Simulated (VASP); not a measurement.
# H in VASP: further runs

Runs on H. Level: PBE. Tasks: single point.

Program: VASP 6.6.1. These are calculated values, not measurements. Logs are shortened: lines on timing, memory, paths and dates and some standing lists are left out, and cuts for length are marked.

### Step 1. The cell of the first run

The cell holds a sheet with vacuum, 2 atoms: a = 1.398 Å, b = 1.398 Å, c = 26.089 Å, α = 90.00°, β = 90.00°, γ = 120.00°.

The cell was built by a generator and needn't be a form met in nature.

### Step 2. Single point, PBE (species swapped into a sheet of the C type)

Contents of INCAR:

```
ALGO = Normal ; DIPOL = 0.5 0.5 0.287
EDIFF = 1E-7 ; ENCUT = 520
GGA = PE ; IDIPOL = 3
ISIF = 2 ; ISMEAR = 0
LASPH = True ; LCHARG = False
LDIPOL = True ; LREAL = False
LWAVE = False ; NBANDS = 8
NELM = 100 ; PREC = Accurate
SIGMA = 0.1
```

Contents of KPOINTS:

```
k-points
0
Gamma
  12 12 1
```

Contents of POSCAR:

```
H
1.0
    1.3981459467     -0.0000001652      0.0000000000
   -0.6990728303      1.2108299906      0.0000000000
    0.0000000000      0.0000000000     26.0892002620
H
2
Direct
    0.3333333333      0.6666666667      0.2540850511
    0.6666666667      0.3333333333      0.3208654974
```

Potentials or basis: VASP PAW PBE potentials, release 64 (H).

Command:

```bash
> cat potpaw_PBE.64/H/POTCAR > POTCAR
> mpirun -np 1 vasp_std > vasp.out
```

OUTCAR:

```text
EDIFF = 1E-7
   ENCUT = 520
   GGA = PE
   ISIF = 2
   ISMEAR = 0
   LASPH = True
   LREAL = False
   NELM = 100
   PREC = Accurate

 ion  position               nearest neighbor table
   1  0.333  0.667  0.254-
   2  0.667  0.333  0.321-

  LATTYP: Found a hexagonal cell.
 ALAT       =     1.3981459467
 C/A-ratio  =    18.6598547337

  Lattice vectors:

 A1 = (   1.3981459467,  -0.0000001652,   0.0000000000)
 A2 = (  -0.6990728303,   1.2108299906,   0.0000000000)
 A3 = (   0.0000000000,   0.0000000000,  26.0892002620)

Analysis of symmetry for initial positions (statically):
=====================================================================
 Subroutine PRICEL returns:
 Original cell was already a primitive cell.

 Routine SETGRP: Setting up the symmetry group for a
 hexagonal supercell.

 Subroutine GETGRP returns: Found 12 space group operations
 (whereof  6 operations were pure point group operations)
 out of a pool of 24 trial point group operations.

The static configuration has the point symmetry C_3v.
 The point group associated with its full space group is D_3d.

Analysis of symmetry for dynamics (positions and initial velocities):
=====================================================================
 Subroutine PRICEL returns:
 Original cell was already a primitive cell.

 Routine SETGRP: Setting up the symmetry group for a
 hexagonal supercell.

 Subroutine GETGRP returns: Found 12 space group operations
 (whereof  6 operations were pure point group operations)
 out of a pool of 24 trial point group operations.

The dynamic configuration has the point symmetry C_3v.
 The point group associated with its full space group is D_3d.

 Subroutine INISYM returns: Found 12 space group operations
 (whereof  6 operations are pure point group operations),
 and found     1 'primitive' translations

----------------------------------------------------------------------------------------

                                     Primitive cell

  volume of cell :      44.1668

  direct lattice vectors                    reciprocal lattice vectors
     1.398145947 -0.000000165  0.000000000     0.715232963  0.412939831  0.000000000
    -0.699072830  1.210829991  0.000000000     0.000000098  0.825879831  0.000000000
     0.000000000  0.000000000 26.089200262     0.000000000  0.000000000  0.038330037

  length of vectors
[... 85 lines left out ...]
   TEBEG  =    0.0;   TEEND  =   0.0 temperature during run
   PSTRESS=    0.0 pullay stress
   NELECT =       2.0000    total number of electrons
   NUPDOWN=      -1.0000    fix difference up-down
   EMIN   =  10.00;   EMAX   =-10.00  energy-range for DOS
   EFERMI =   0.00;   METHOD = LEGACY
   ISMEAR =     0;   SIGMA  =   0.10  broadening in eV -4-tet -1-fermi 0-gaus
   EFERMI_NEDOS =   21; number of points for ismear=-14 and -15
   IALGO  =     38    algorithm
   IMIX   =      4    mixing-type and parameters
     AMIX     =   0.40;   BMIX     =  1.00
     AMIX_MAG =   1.60;   BMIX_MAG =  1.00
  volume/ion in A,a.u.               =      22.08       149.03
  Fermi-wavevector in a.u.,A,eV,Ry     =   0.583516  1.102685  4.632659  0.340491
  Thomas-Fermi vector in A             =   1.628847
   LORBIT       =      0    0 simple, 1 ext, 2 COOP (PROOUT), +10 PAW based schemes
   GGA     = PE    functional components
   LHFCALC =     F    Hartree Fock is set to
   AEXX    =    0.0000 exact exchange contribution
   IVDW    =     0    specifies the selected vdW correction
   LEPSILON=     F    determine dielectric tensor
   LRPA    =     F    only Hartree local field effects (RPA)
 non-spin polarized calculation
 Gauss-broadening in eV      SIGMA  =   0.10
  energy-cutoff  :      520.00
  volume of cell :       44.17
 maximum number of plane-waves:      1255
   NGX =  5   NGY =  5   NGZ = 97

 dipolmoment           0.000000      0.000000     -0.000003 electrons x Angstroem

 number of electron       2.0000001 magnetization

 dipolmoment           0.000000      0.000000      0.000000 electrons x Angstroem

 Free energy of the ion-electron system (eV)
  ---------------------------------------------------
  ext. energy  EPLUGINS =         0.00000000
  ---------------------------------------------------
  free energy    TOTEN  =        -4.88797271 eV

  energy without entropy =       -4.88552183  energy(sigma->0) =       -4.88674727

 E-fermi :  -3.0464     XC(G=0):  -1.9451

 val. band max:       -3.0817540147   @ k =   0.3333   0.0000   0.0000
 cond. band min:      -1.0853710575   @ k =   0.2500   0.1667   0.0000
 fundamental gap:      1.9963829571
 Fermi energy:        -3.0464441038

 k-point     1 :       0.0000    0.0000    0.0000
  band No.  band energies     occupation
      1     -17.5790      2.00000
      2     -13.9730      2.00000
      3      -1.0619      0.00000
      4       0.3852      0.00000
      5       0.8448      0.00000
      6       1.2907      0.00000
      7       1.4984      0.00000
      8       2.5003      0.00000
[... 188 lines left out ...]
 k-point    19 :       0.3333    0.3333    0.0000
  band No.  band energies     occupation
      1      10.2563      0.00000
      2      10.2563      0.00000
      3      20.6917      0.00000
      4      22.8726      0.00000
      5      22.8726      0.00000
      6      24.8335      0.00000
      7      32.9334      0.00000
      8      32.9335      0.00000

------------------------ aborting loop because EDIFF is reached ----------------------------------------

 vacuum level on the upper side and lower side of the slab       (xc-potential included)        -0.013        -0.013

  FORCE on cell =-STRESS in cart. coord.  units (eV):
  Direction    XX          YY          ZZ          XY          YZ          ZX
  --------------------------------------------------------------------------------------
  -------------------------------------------------------------------------------------
  Total       -0.0254127     -0.0254127      0.0163906      0.0000000      0.0000000      0.0000000
  in kB       -0.9218588     -0.9218588      0.5945780      0.0000000      0.0000000      0.0000000
  external PRESSURE =      -0.4163798 kB  Pullay stress =       0.0000000 kB

 VOLUME and BASIS-vectors are now :
 -----------------------------------------------------------------------------
  energy-cutoff  :      520.00
  volume of cell :       44.17
      direct lattice vectors                 reciprocal lattice vectors
     1.398145947 -0.000000165  0.000000000     0.715232963  0.412939831  0.000000000
    -0.699072830  1.210829991  0.000000000     0.000000098  0.825879831  0.000000000
     0.000000000  0.000000000 26.089200262     0.000000000  0.000000000  0.038330037

 POSITION                                       TOTAL-FORCE (eV/Angst)
 -----------------------------------------------------------------------------------
      0.00000      0.80722      6.62888        -0.000000      0.000000     -0.022070
      0.69907      0.40361      8.37112         0.000000     -0.000000      0.022070
 -----------------------------------------------------------------------------------
    total drift:                               -0.000000     -0.000000     -0.000004

  FREE ENERGIE OF THE ION-ELECTRON SYSTEM (eV)
  ---------------------------------------------------
  free  energy   TOTEN  =        -4.8879727137 eV

  energy  without entropy=       -4.8855218288  energy(sigma->0) =       -4.88674727

 vacuum level on the upper side and lower side of the slab         0.799         0.799
```

OSZICAR:

```text
N       E                     dE             d eps       ncg     rms          rms(c)
DAV:   1     0.102821772131E+01    0.10282E+01   -0.11670E+03   304   0.200E+02
DAV:   2    -0.488286838052E+01   -0.59111E+01   -0.54836E+01   392   0.278E+01
DAV:   3    -0.496123565584E+01   -0.78367E-01   -0.78367E-01   472   0.432E+00
[... 11 lines left out ...]
DAV:  15    -0.488796475689E+01   -0.10228E-04   -0.21592E-06   472   0.391E-03    0.619E-04
DAV:  16    -0.488797143744E+01   -0.66805E-05   -0.24896E-07   408   0.145E-03    0.197E-04
DAV:  17    -0.488797194931E+01   -0.51187E-06   -0.40910E-09   424   0.262E-04    0.880E-05
DAV:  18    -0.488797266336E+01   -0.71405E-06   -0.87842E-09   400   0.273E-04    0.182E-05
DAV:  19    -0.488797271374E+01   -0.50375E-07   -0.26087E-10   488   0.631E-05
   1 F= -.48879727E+01 E0= -.48867473E+01  d E =-.245088E-02
```

stdout:

```text
POSCAR found type information on POSCAR H
 POSCAR found :  1 types and       2 ions
 scaLAPACK will be used
 LDA part: xc-table for (Slater+PW92), standard interpolation
 POSCAR, INCAR and KPOINTS ok, starting setup
 FFT: planning ... GRIDC
 FFT: planning ... GRID_SOFT
 FFT: planning ... GRID
 WAVECAR not read
 entering main loop
```

It took 4.7 s on 1 thread of Intel Xeon 6975P-C (Granite Rapids), shared host; peak memory 0.13 GiB.

Results:

* Free energy: -4.8880 eV
* Largest force: 0.022 eV/Å
* Band gap on the k mesh: none (metal or under the smearing width)

Forces in eV/Å, atoms in the order of the input:
```
H    0.000  0.000 -0.022
H    0.000  0.000  0.022
```

Levels at points of the mesh, in eV from the Fermi level:
```csv
k point,band 1,band 2,band 3,band 4,band 5
"(0.00, 0.00, 0.00)",-14.53,-10.93,1.98,3.43,3.89
"(0.50, 0.00, 0.00)",7.41,8.81,16.48,18.46,27.46
```

Caveat: the k mesh is coarse (spacing up to 0.43 Å⁻¹), so the values aren't converged.

### Step 3. Single point, PBE (species swapped into a sheet of the C type)

Contents of INCAR:

```
ALGO = Normal ; DIPOL = 0.5 0.5 0.315
EDIFF = 1E-6 ; ENCUT = 520
GGA = PE ; IDIPOL = 3
ISIF = 2 ; ISMEAR = 0
LASPH = T ; LCHARG = T
LDIPOL = T ; LELF = T
LREAL = F ; LVACPOTAV = T
LVHAR = T ; LWAVE = F
NBANDS = 8 ; NELM = 100
PREC = Accurate ; SIGMA = 0.1
```

KPOINTS is that of step 2.

Contents of POSCAR:

```
H
1.0
    1.3934203887     -0.0000001646      0.0000000000
   -0.6967100518      1.2067375371      0.0000000000
    0.0000000000      0.0000000000     23.8436872000
H
2
Direct
    0.3333333333      0.6666666667      0.2905465030
    0.6666666667      0.3333333333      0.3385508289
```

Potentials or basis: VASP PAW PBE potentials, release 64 (H).

Command:

```bash
> cat potpaw_PBE.64/H/POTCAR > POTCAR
> mpirun -np 1 vasp_std > vasp.out
```

It took 4.4 s on 1 thread of Intel Xeon 6975P-C (Granite Rapids), shared host; peak memory 0.13 GiB.

Results (log left out):

```yaml
Free_energy: -4.3244 eV
Largest_force: 2.416 eV/Å
Band_gap_on_the_k_mesh: none (metal or under the smearing width)
Work_function_of_the_upper_face: 4.09 eV
Work_function_of_the_lower_face: 4.09 eV
```

Forces in eV/Å, atoms in the order of the input:
```
H    0.000  0.000 -2.416
H    0.000  0.000  2.416
```

Levels at points of the mesh, in eV from the Fermi level:
| k point | band 1 | band 2 | band 3 | band 4 | band 5 | band 6 |
| --- | --- | --- | --- | --- | --- | --- |
| (0.00, 0.00, 0.00) | -18.33 | -8.99 | 2.37 | 3.77 | 4.11 | 4.70 |
| (0.50, 0.00, 0.00) | 4.13 | 7.49 | 16.65 | 19.87 | 28.04 | 28.31 |

Caveat: the k mesh is coarse (spacing up to 0.43 Å⁻¹), so the values aren't converged.
